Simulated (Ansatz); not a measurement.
# Fe: one cell, many SCF starts

Wanted: the lowest electronic state of Fe in this cell. One SCF may end in a higher state, so several starts are tried. We look at Fe: its deposited structure (space group Fm-3m, primitive cell doubled), with 2 atoms per cell. Source: COD entry 9008469; the sample's temperature and pressure aren't taken into account.

This is Fe in the fcc structure; at room conditions it is bcc.

Method: DFT PBE, PAW, plane waves, scalar-relativistic, in Ansatz 0.2.0.

## Step 1: Starting point

The structure is cubic, space group Fm-3m (No. 225). Conventional cell: a = 3.591 Å, b = 3.591 Å, c = 3.591 Å, α = 90.00°, β = 90.00°, γ = 90.00°. Fe (site symmetry m-3m) is surrounded by 12 Fe at 2.54 Å.

Structure file:

```cif
data_structure
_symmetry_space_group_name_H-M 'P 1'
_symmetry_Int_Tables_number 1
_cell_length_a 2.5392
_cell_length_b 2.5392
_cell_length_c 5.0784
_cell_angle_alpha 60.000
_cell_angle_beta 60.000
_cell_angle_gamma 60.000
_cell_volume 23.15
loop_
_atom_site_label
_atom_site_type_symbol
_atom_site_fract_x
_atom_site_fract_y
_atom_site_fract_z
_atom_site_occupancy
Fe1 Fe 0.00000 0.00000 0.00000 1
Fe2 Fe 0.00000 0.00000 0.50000 1
```

Atoms are counted from 1 in the order of input.yaml (Fe2 and so on).

The first starts: parallel moments, plain SCF; opposed moments +-, plain SCF; no spin polarisation; spin on, no moments given (the program may seed its own), plain SCF. Further starts follow from what these give.

“Plain SCF” means no search for lower states. Ends within 0.2 meV/atom and 0.1 μB count as one state.

The total moment includes the space between the atomic spheres.

## Step 2: Parallel moments, plain SCF

File input.yaml:

```yaml
crystal:
  lattice:
    - [0.0, 1.7955, 1.7955]
    - [1.7955, 0.0, 1.7955]
    - [3.591, 3.591, 0.0]
  atoms:
    - { symbol: Fe, position: [0.0, 0.0, 0.0], spin: 4.0 }
    - { symbol: Fe, position: [0.0, 0.0, 0.5], spin: 4.0 }
magnetization:
  spin_polarized: true
hamiltonian:
  xc: pbe
  pseudopotentials: { kind: paw }
basis:
  ecutwfc: 420
kpoints:
  mp_grid: { grid: [14, 14, 7] }
scf:
  occupations: { method: fermi_dirac, width: 0.1 }
  lower_state_search: "off"
output:
  forces: true
  stress: true
```

The program printed, cut to the lines that bear on the results:

```text
[...]
Pseudopotentials: kind: paw
Pseudopotential: Fe, paw, valence charge 16, recommended cutoff 420 eV (normal), Fe.paw.azcp
Functional definition: PBE
[...]
Crystal: 2 atoms, lattice volume = 23.153 Å³
Basis set: ecut = 420 eV, 487 PW (Γ), exchange–correlation on 36×36×72 points (8 copies of the dense FFT grid, shifted against one another)
Bands: 24, of which v1, the nominal top of the filled ones, is band 16 counted from 1 (15 counted from 0)
Symmetry: 24 space group operations
Space group: Fm-3m (ITA 225), of the structure as read, at distance tolerance 2.9e-5 Å
Magnetic group: BNS 225.116 (UNI 1618), of the structure as read, at distance tolerance 2.9e-5 Å
k-points: 144 of 1372
[...]
Starting moments: Σ|m| = 8 μB on 2 of 2 sites
[...]
SCF iter   1: F=—  HF=-8960.156448 eV  |F-HF|=—  |Δ(HF+E_count)|=         —  Δρ=1.14e-1 (↑1.14e-1 ↓7.22e-2)  dr2=4.60e-1  dr2_m=1.77e0  M=5.633 μB ∫|m|=5.723 μB  β_m=0.30  ethr=1.43e-3  ⟨swp⟩=1.0  Hψ=34260  notcnv=0
[...]
spin-set hold released at iteration 1 (the charge has settled, or the pull on large starting moments outlasts its swing): the magnetisation degrees of freedom join the quasi-Newton model from the next iteration; the mixer history was flushed
[...]
SCF iter  10: F=-8960.677623 eV  HF=-8960.677623 eV  |F-HF|=4.71e-10  |Δ(HF+E_count)|=   4.11e-8  Δρ=3.85e-6 (↑3.85e-6 ↓3.17e-6)  dr2=6.45e-11  dr2_m=2.60e-9  M=4.817 μB ∫|m|=5.011 μB  ethr=8.84e-12  ⟨swp⟩=1.4  Hψ=19865  notcnv=0
[...]
SCF converged after 10 iterations
Magnetization: 4.8170 μB (18.4085 up, 13.5915 down)
Absolute magnetization: 5.0113 μB (∫|ρ↑−ρ↓|, with the PAW one-centre terms)
Spin contamination: 0.0760 ħ² per cell (⟨S²⟩ above its minimum at these occupations)
Per-site moments (μB) at R_I (Å): [(2.445101131033963, 1.047428436136868), (2.445101131033963, 1.047428436136868)]
Free energy (F): -8960.677623 eV
[...]
E sigma→0 (E₀):  -8960.627537 eV
Entropy (-TS):   -0.100171 eV (-50.085 meV/atom)
Fermi energy:    18.236458 eV
[...]
--- Forces (eV/Å), atoms counted from 1 ---
  atom   1  Fe     0.00000000    -0.00000000    -0.00000000
  atom   2  Fe     0.00000000    -0.00000000    -0.00000000
[...]
--- Stress (GPa, compression-positive) ---
        4.272080      -0.000003       0.000003
       -0.000003       4.272080       0.000003
        0.000003       0.000003       4.272080
  P = ⅓ Tr σ = 4.2721 GPa (42.721 kbar)
```

It took 5.9 s on 2 threads of an Arm CPU, shared host; peak memory 0.37 GiB.

Result: ferromagnetic, site moments Fe1 2.45, Fe2 2.45 μB, total 4.82 μB per cell, no gap on the k-mesh.

## Step 3: Opposed moments +-, plain SCF

Changes to input.yaml since step 2:

```diff
@@ -7,3 +7,3 @@
     - { symbol: Fe, position: [0.0, 0.0, 0.0], spin: 4.0 }
-    - { symbol: Fe, position: [0.0, 0.0, 0.5], spin: 4.0 }
+    - { symbol: Fe, position: [0.0, 0.0, 0.5], spin: -4.0 }
 magnetization:
```

The program printed, cut to the lines that bear on the results:

```text
[... 11 lines as in an earlier run ...]
Symmetry: 12 space group operations
Space group: R-3m (ITA 166), of the structure as read, at distance tolerance 2.9e-5 Å
Magnetic group: BNS 166.102 (UNI 1332), of the structure as read, at distance tolerance 2.9e-5 Å
[... 5 lines as in an earlier run ...]
Starting moments: Σ|m| = 8 μB on 2 of 2 sites
Starting magnetic order: antiferromagnet; a translation exchanges its spin sublattices: spin-degenerate at every k-point
[... 2 lines as in an earlier run ...]
spin-down is spin-up translated by (0, 0, 0.5): one eigenproblem is solved per k-point and the antiferromagnetic symmetry of the starting moments is kept exactly by this SCF (crystal.symmetry.spin_inversion_symmetry: false solves both channels; [...]
SCF converged after 10 iterations
Magnetization: 0.0000 μB (16.0000 up, 16.0000 down)
Absolute magnetization: 3.5428 μB (∫|ρ↑−ρ↓|, with the PAW one-centre terms)
Spin contamination: 1.2745 ħ² per cell (⟨S²⟩ above its minimum at these occupations)
Per-site moments (μB) at R_I (Å): [(1.7309988788575068, 1.047428436136868), (-1.7309988788575068, 1.047428436136868)]
Free energy (F): -8960.630596 eV
[...]
E sigma→0 (E₀):  -8960.570648 eV
Entropy (-TS):   -0.119896 eV (-59.948 meV/atom)
Fermi energy:    18.276269 eV
[...]
--- Forces (eV/Å), atoms counted from 1 ---
  atom   1  Fe    -0.00000000     0.00000000     0.00000000
  atom   2  Fe     0.00000000    -0.00000000     0.00000000
[...]
--- Stress (GPa, compression-positive) ---
      -11.619068       2.798282      -2.798282
        2.798282     -11.619068      -2.798282
       -2.798282      -2.798282     -11.619068
  P = ⅓ Tr σ = -11.6191 GPa (-116.191 kbar)
```

Run time: 3.5 s. Hardware: 2 threads of an Arm CPU, shared host; peak memory 0.37 GiB.

Result: antiferromagnetic (magnetic neighbours of Fe1 with a moment over 0.3 of its own that point the other way: 6 of 12 at 2.54 Å, 6 of 6 at 3.59 Å), site moments Fe1 1.73, Fe2 -1.73 μB, total 0.00 μB per cell, no gap on the k-mesh. It lies 23.5 meV/atom above the lowest state so far (step 2).

## Step 4: No spin polarisation

Changes to input.yaml since step 3:

```diff
@@ -6,6 +6,4 @@
   atoms:
-    - { symbol: Fe, position: [0.0, 0.0, 0.0], spin: 4.0 }
-    - { symbol: Fe, position: [0.0, 0.0, 0.5], spin: -4.0 }
-magnetization:
-  spin_polarized: true
+    - { symbol: Fe, position: [0.0, 0.0, 0.0] }
+    - { symbol: Fe, position: [0.0, 0.0, 0.5] }
 hamiltonian:
```

The program printed, cut to the lines that bear on the results:

```text
[... 10 lines as in an earlier run ...]
Bands: 20, of which v1, the nominal top of the filled ones, is band 16 counted from 1 (15 counted from 0)
[... 6 lines as in an earlier run ...]
[...]
[... 2 lines as in an earlier run ...]
SCF iter   1: F=—  HF=-8960.478135 eV  |F-HF|=—  |Δ(HF+E_count)|=         —  Δρ=2.97e-3  dr2=3.67e-4  ethr=1.77e-3  ⟨swp⟩=4.9  Hψ=23316  notcnv=0  defer=73
[...]
SCF iter   6: F=-8960.478617 eV  HF=-8960.478617 eV  |F-HF|=2.36e-11  |Δ(HF+E_count)|=   1.41e-8  Δρ=8.20e-7  dr2=5.37e-11  ethr=2.72e-11  ⟨swp⟩=2.2  Hψ=10352  notcnv=0
[...]
SCF converged after 6 iterations
Free energy (F): -8960.478617 eV
[...]
E sigma→0 (E₀):  -8960.408609 eV
Entropy (-TS):   -0.140016 eV (-70.008 meV/atom)
Fermi energy:    18.021315 eV
[...]
--- Forces (eV/Å), atoms counted from 1 ---
  atom   1  Fe     0.00000000    -0.00000000     0.00000000
  atom   2  Fe     0.00000000    -0.00000000     0.00000000
[...]
--- Stress (GPa, compression-positive) ---
      -25.525968      -0.000001       0.000001
       -0.000001     -25.525968       0.000001
        0.000001       0.000001     -25.525968
  P = ⅓ Tr σ = -25.5260 GPa (-255.260 kbar)
```

Run time: 2.4 s. Hardware: 2 threads of an Arm CPU, shared host; peak memory 0.34 GiB.

Result: non-magnetic (no spin polarisation), no gap on the k-mesh. It lies 100 meV/atom above the lowest state so far (step 2).

## Step 5: Spin on, no moments given (the program may seed its own), plain SCF

Changes to input.yaml since step 4:

```diff
@@ -21 +21,3 @@
   stress: true
+magnetization:
+  spin_polarized: true
```

The program printed, cut to the lines that bear on the results:

```text
band count auto-derived: 24 (N_el = 32.0; filled up to band 16; 20 by the electrons, moments and atoms)
[... 20 lines as in an earlier run ...]
SCF iter   1: F=—  HF=-8960.852537 eV  |F-HF|=—  |Δ(HF+E_count)|=         —  Δρ=5.19e-2 (↑5.19e-2 ↓5.19e-2)  dr2=1.53e0  dr2_m=0.00e0  M=0.000 μB ∫|m|=0.000 μB  β_m=0.30  ethr=3.10e-3  ⟨swp⟩=4.6  Hψ=12710  notcnv=0  defer=33
[...]
SCF iter  11: F=-8960.677623 eV  HF=-8960.677623 eV  |F-HF|=3.67e-10  |Δ(HF+E_count)|=   4.39e-8  Δρ=4.29e-6 (↑4.21e-6 ↓4.29e-6)  dr2=1.24e-9  dr2_m=2.87e-9  M=4.817 μB ∫|m|=5.011 μB  ethr=3.13e-10  ⟨swp⟩=3.8  Hψ=19049  notcnv=0
[...]
SCF converged after 11 iterations
Magnetization: 4.8168 μB (18.4084 up, 13.5916 down)
Absolute magnetization: 5.0110 μB (∫|ρ↑−ρ↓|, with the PAW one-centre terms)
Spin contamination: 0.0760 ħ² per cell (⟨S²⟩ above its minimum at these occupations)
Per-site moments (μB) at R_I (Å): [(2.4449830217904043, 1.047428436136868), (2.4449830217904043, 1.047428436136868)]
Free energy (F): -8960.677623 eV
[...]
E sigma→0 (E₀):  -8960.627528 eV
Entropy (-TS):   -0.100190 eV (-50.095 meV/atom)
Fermi energy:    18.236398 eV
[... 24 lines left out: energy terms, forces, stress ...]
```

Wall time 5.4 s (2 threads of an Arm CPU, shared host); peak memory 0.38 GiB.

The run ends in the same state as step 2 (ferromagnetic); it took 11 iterations.

## Step 6: Parallel moments scaled by 0.2, plain SCF

Changes to input.yaml since step 5:

```diff
@@ -6,4 +6,6 @@
   atoms:
-    - { symbol: Fe, position: [0.0, 0.0, 0.0] }
-    - { symbol: Fe, position: [0.0, 0.0, 0.5] }
+    - { symbol: Fe, position: [0.0, 0.0, 0.0], spin: 0.8 }
+    - { symbol: Fe, position: [0.0, 0.0, 0.5], spin: 0.8 }
+magnetization:
+  spin_polarized: true
 hamiltonian:
@@ -21,3 +23 @@
   stress: true
-magnetization:
-  spin_polarized: true
```

The program printed, cut to the lines that bear on the results:

```text
[... 10 lines as in an earlier run ...]
Bands: 21, of which v1, the nominal top of the filled ones, is band 16 counted from 1 (15 counted from 0)
[... 8 lines as in an earlier run ...]
Starting moments: Σ|m| = 1.6 μB on 2 of 2 sites
[... 2 lines as in an earlier run ...]
SCF iter   1: F=—  HF=-8960.816403 eV  |F-HF|=—  |Δ(HF+E_count)|=         —  Δρ=5.61e-2 (↑5.61e-2 ↓4.60e-2)  dr2=1.42e0  dr2_m=2.92e-2  M=1.339 μB ∫|m|=1.353 μB  β_m=0.30  ethr=3.10e-3  ⟨swp⟩=3.7  Hψ=21961  notcnv=0
[...]
spin-set hold released at iteration 14 (site moments contracting): the magnetisation degrees of freedom join the quasi-Newton model from the next iteration; the mixer history was flushed
[...]
SCF iter  51: F=-8960.677623 eV  HF=-8960.677623 eV  |F-HF|=3.13e-10  |Δ(HF+E_count)|=  3.64e-12  Δρ=8.00e-6 (↑8.00e-6 ↓5.86e-6)  dr2=1.50e-9  dr2_m=9.36e-9  M=4.817 μB ∫|m|=5.011 μB  ethr=4.69e-12  ⟨swp⟩=1.7  Hψ=21182  notcnv=0
[...]
SCF converged after 51 iterations
Magnetization: 4.8170 μB (18.4085 up, 13.5915 down)
Absolute magnetization: 5.0113 μB (∫|ρ↑−ρ↓|, with the PAW one-centre terms)
Spin contamination: 0.0760 ħ² per cell (⟨S²⟩ above its minimum at these occupations)
Per-site moments (μB) at R_I (Å): [(2.4451278554267954, 1.047428436136868), (2.4451278554267954, 1.047428436136868)]
Free energy (F): -8960.677623 eV
[...]
E sigma→0 (E₀):  -8960.627540 eV
Entropy (-TS):   -0.100166 eV (-50.083 meV/atom)
Fermi energy:    18.236484 eV
[... 29 lines left out: energy terms, forces, stress, bands ...]
```

It took 49 s on 2 threads of an Arm CPU, shared host; peak memory 0.63 GiB.

Nothing new: the 51 iterations lead to the state found in step 2 (ferromagnetic).

## Step 7: Moments ++ scaled by 1.4, plain SCF

Changes to input.yaml since step 6:

```diff
@@ -6,4 +6,4 @@
   atoms:
-    - { symbol: Fe, position: [0.0, 0.0, 0.0], spin: 0.8 }
-    - { symbol: Fe, position: [0.0, 0.0, 0.5], spin: 0.8 }
+    - { symbol: Fe, position: [0.0, 0.0, 0.0], spin: 5.6 }
+    - { symbol: Fe, position: [0.0, 0.0, 0.5], spin: 5.6 }
 magnetization:
```

The program printed, cut to the lines that bear on the results:

```text
[... 10 lines as in an earlier run ...]
Bands: 26, of which v1, the nominal top of the filled ones, is band 16 counted from 1 (15 counted from 0)
[... 8 lines as in an earlier run ...]
Starting moments: Σ|m| = 11.2 μB on 2 of 2 sites
[... 2 lines as in an earlier run ...]
[...]
SCF iter   1: F=—  HF=-8957.022660 eV  |F-HF|=—  |Δ(HF+E_count)|=         —  Δρ=2.70e-1 (↑2.70e-1 ↓2.24e-1)  dr2=4.72e-1  dr2_m=1.29e1  M=6.257 μB ∫|m|=6.296 μB  β_m=0.30  ethr=1.47e-3  ⟨swp⟩=1.0  Hψ=36966  notcnv=0
[...]
spin-set hold released at iteration 7 (site moments contracting): the magnetisation degrees of freedom join the quasi-Newton model from the next iteration; the mixer history was flushed
[...]
SCF iter  15: F=-8960.677623 eV  HF=-8960.677623 eV  |F-HF|=1.20e-9  |Δ(HF+E_count)|=   2.19e-7  Δρ=9.40e-6 (↑9.40e-6 ↓6.18e-6)  dr2=2.10e-9  dr2_m=1.27e-8  M=4.817 μB ∫|m|=5.011 μB  ethr=1.57e-10  ⟨swp⟩=3.7  Hψ=19411  notcnv=0
[...]
SCF converged after 15 iterations
Magnetization: 4.8166 μB (18.4083 up, 13.5917 down)
Absolute magnetization: 5.0109 μB (∫|ρ↑−ρ↓|, with the PAW one-centre terms)
Spin contamination: 0.0760 ħ² per cell (⟨S²⟩ above its minimum at these occupations)
Per-site moments (μB) at R_I (Å): [(2.444922017454204, 1.047428436136868), (2.444922017454204, 1.047428436136868)]
Free energy (F): -8960.677623 eV
[...]
E sigma→0 (E₀):  -8960.627522 eV
Entropy (-TS):   -0.100201 eV (-50.100 meV/atom)
Fermi energy:    18.236345 eV
[... 24 lines left out: energy terms, forces, stress ...]
```

Wall time 8.1 s (2 threads of an Arm CPU, shared host); peak memory 0.38 GiB.

The run ends in the same state as step 2 (ferromagnetic); it took 15 iterations.

## Step 8: A moment on one site alone, plain SCF

Changes to input.yaml since step 7:

```diff
@@ -6,4 +6,4 @@
   atoms:
-    - { symbol: Fe, position: [0.0, 0.0, 0.0], spin: 5.6 }
-    - { symbol: Fe, position: [0.0, 0.0, 0.5], spin: 5.6 }
+    - { symbol: Fe, position: [0.0, 0.0, 0.0] }
+    - { symbol: Fe, position: [0.0, 0.0, 0.5], spin: 4.0 }
 magnetization:
```

The program printed, cut to the lines that bear on the results:

```text
[... 10 lines as in an earlier run ...]
Bands: 22, of which v1, the nominal top of the filled ones, is band 16 counted from 1 (15 counted from 0)
[... 2 lines as in an earlier run ...]
Magnetic group: BNS 166.97 (UNI 1327), of the structure as read, at distance tolerance 2.9e-5 Å
[... 5 lines as in an earlier run ...]
Starting moments: Σ|m| = 4 μB on 1 of 2 sites
[... 2 lines as in an earlier run ...]
SCF iter   1: F=—  HF=-8960.493231 eV  |F-HF|=—  |Δ(HF+E_count)|=         —  Δρ=1.03e-1 (↑1.03e-1 ↓2.97e-2)  dr2=2.69e0  dr2_m=6.73e-1  M=2.968 μB ∫|m|=3.183 μB  β_m=0.30  ethr=3.10e-3  ⟨swp⟩=4.2  Hψ=23096  notcnv=0
[...]
spin-set hold released at iteration 7 (the charge has settled, or the pull on large starting moments outlasts its swing): the magnetisation degrees of freedom join the quasi-Newton model from the next iteration; the mixer history was flushed
[...]
SCF iter  30: F=-8960.630596 eV  HF=-8960.630596 eV  |F-HF|=1.02e-8  |Δ(HF+E_count)|=   3.45e-8  Δρ=1.12e-5 (↑1.12e-5 ↓6.51e-6)  dr2=1.54e-8  dr2_m=1.01e-8  M=0.001 μB ∫|m|=3.542 μB  ethr=7.13e-11  ⟨swp⟩=2.1  Hψ=22570  notcnv=0
[...]
SCF converged after 30 iterations
Magnetization: 0.0009 μB (16.0004 up, 15.9996 down)
Absolute magnetization: 3.5425 μB (∫|ρ↑−ρ↓|, with the PAW one-centre terms)
Spin contamination: 1.2743 ħ² per cell (⟨S²⟩ above its minimum at these occupations)
Per-site moments (μB) at R_I (Å): [(-1.730420408248263, 1.047428436136868), (1.7312801114583762, 1.047428436136868)]
Free energy (F): -8960.630596 eV
[...]
E sigma→0 (E₀):  -8960.570646 eV
Entropy (-TS):   -0.119901 eV (-59.951 meV/atom)
Fermi energy:    18.276234 eV
[... 24 lines left out: energy terms, forces, stress ...]
```

Wall time 13 s (2 threads of an Arm CPU, shared host); peak memory 0.38 GiB.

This is the state of step 3 again (antiferromagnetic), after 30 iterations.

## Step 9: Parallel moments, Broyden mixing, no switch to direct minimisation

Changes to input.yaml since step 8:

```diff
@@ -6,3 +6,3 @@
   atoms:
-    - { symbol: Fe, position: [0.0, 0.0, 0.0] }
+    - { symbol: Fe, position: [0.0, 0.0, 0.0], spin: 4.0 }
     - { symbol: Fe, position: [0.0, 0.0, 0.5], spin: 4.0 }
@@ -20,2 +20,4 @@
   lower_state_search: "off"
+  algorithm: density_mixing
+  mixing: { algorithm: broyden, beta: 0.3 }
 output:
```

The program printed, cut to the lines that bear on the results:

```text
[... 19 lines as in an earlier run ...]
Starting moments: Σ|m| = 8 μB on 2 of 2 sites
[... 3 lines as in an earlier run ...]
SCF iter   1: F=—  HF=-8960.156448 eV  |F-HF|=—  |Δ(HF+E_count)|=         —  Δρ=1.14e-1 (↑1.14e-1 ↓7.22e-2)  dr2=4.60e-1  dr2_m=1.77e0  M=5.633 μB ∫|m|=5.723 μB  β_m=1.01  ethr=1.43e-3  ⟨swp⟩=1.0  Hψ=34260  notcnv=0
[...]
[... 1 line as in an earlier run ...]
[...]
SCF iter  15: F=-8960.677623 eV  HF=-8960.677623 eV  |F-HF|=8.04e-9  |Δ(HF+E_count)|=   5.46e-7  Δρ=9.40e-6 (↑9.40e-6 ↓6.82e-6)  dr2=1.10e-9  dr2_m=1.39e-8  M=4.817 μB ∫|m|=5.012 μB  ethr=1.54e-12  ⟨swp⟩=3.9  Hψ=19043  notcnv=0
[...]
this state was not tested for a lower state beside it, because the mixer in use, unlike msr1, does not test its closes by its own steps (another_mixer; see scf.mixing.algorithm and scf.lower_state_search)
SCF converged after 15 iterations
Magnetization: 4.8173 μB (18.4086 up, 13.5914 down)
Absolute magnetization: 5.0116 μB (∫|ρ↑−ρ↓|, with the PAW one-centre terms)
Spin contamination: 0.0760 ħ² per cell (⟨S²⟩ above its minimum at these occupations)
Per-site moments (μB) at R_I (Å): [(2.445240674985035, 1.047428436136868), (2.445240674985035, 1.047428436136868)]
Free energy (F): -8960.677623 eV
[...]
E sigma→0 (E₀):  -8960.627549 eV
Entropy (-TS):   -0.100148 eV (-50.074 meV/atom)
Fermi energy:    18.236532 eV
[... 24 lines left out: energy terms, forces, stress ...]
```

It took 8.1 s on 2 threads of an Arm CPU, shared host; peak memory 0.37 GiB.

This is the state of step 2 again (ferromagnetic), after 15 iterations.

## Step 10: Comparing the starts

```
step  iterations  state  moments of Fe1 Fe2 (μB)  total (μB)  gap (eV)  pressure (GPa)  above lowest (meV/atom)
   2          10      1                2.45 2.45        4.82      none             4.3                      0.0
   3          10      2               1.73 -1.73        0.00      none           -11.6                     23.5
   4           6      3                0.00 0.00        0.00      none           -25.5                      100
   5          11      1                2.44 2.44        4.82      none             4.3                      0.0
   6          51      1                2.45 2.45        4.82      none             4.3                      0.0
   7          15      1                2.44 2.44        4.82      none             4.3                      0.0
   8          30      2               -1.73 1.73        0.00      none           -11.6                     23.5
   9          15      1                2.45 2.45        4.82      none             4.3                      0.0
```

States are numbered from the lowest. Starts by step: 2 parallel moments, plain SCF; 3 opposed moments +-, plain SCF; 4 no spin polarisation; 5 spin on, no moments given (the program may seed its own), plain SCF; 6 parallel moments scaled by 0.2, plain SCF; 7 moments ++ scaled by 1.4, plain SCF; 8 a moment on one site alone, plain SCF; 9 parallel moments, Broyden mixing, no switch to direct minimisation.

The 8 runs of this session took 96 s in all, from 2.4 s to 49 s each.

Decimal logarithm of the largest residual (eV) by iteration, counted through all cycles of a run (7 of the 8 runs):

```
iteration  step 2  step 3  step 4  step 5  step 6  step 7  step 8
        1     0.2     0.4    -3.4     0.2     0.2     1.1     0.4
        2     0.0     0.2    -3.8     1.3    -0.7     0.9     0.6
        3    -0.3     0.2    -5.1    -1.3    -1.8     0.6     0.9
        4    -2.2    -1.4    -6.6    -1.6    -2.0     0.4     0.0
        5    -2.6    -2.2    -8.1    -1.9    -2.1     0.1    -0.1
        6    -3.3    -3.1   -10.3    -2.9    -2.1    -0.1    -0.3
       10    -8.6    -7.8       -    -6.7    -2.3    -2.3    -1.0
       15       -       -       -       -    -2.3    -7.9    -1.6
       19       -       -       -       -    -2.8       -    -2.4
       24       -       -       -       -    -2.6       -    -3.8
       28       -       -       -       -    -2.6       -    -4.7
       33       -       -       -       -    -2.2       -       -
       37       -       -       -       -    -2.6       -       -
       42       -       -       -       -    -2.2       -       -
       46       -       -       -       -    -1.9       -       -
       51       -       -       -       -    -8.0       -       -
```

## Step 11: Results

| quantity | value |
| --- | --- |
| distinct states | 3 from 8 converged runs |
| lowest state from plain starts | ferromagnetic |
| its moments | Fe1 2.45, Fe2 2.45 μB |
| total moment | 4.82 μB per cell |
| gap on the k-mesh | none |
| pressure | 4.3 GPa |
| largest force | 0.000 eV/Å |
| next state | antiferromagnetic, 23.5 meV/atom higher |
| highest state | non-magnetic (no spin polarisation), 100 meV/atom higher |

In words: 8 runs converged, to 3 different states. Switching spin polarisation off costs 100 meV/atom in free energy, smearing entropy included. The best antiferromagnetic state lies 23.5 meV/atom above the best ferromagnetic one. The search isn't exhaustive: larger magnetic cells and non-collinear orders weren't tried.
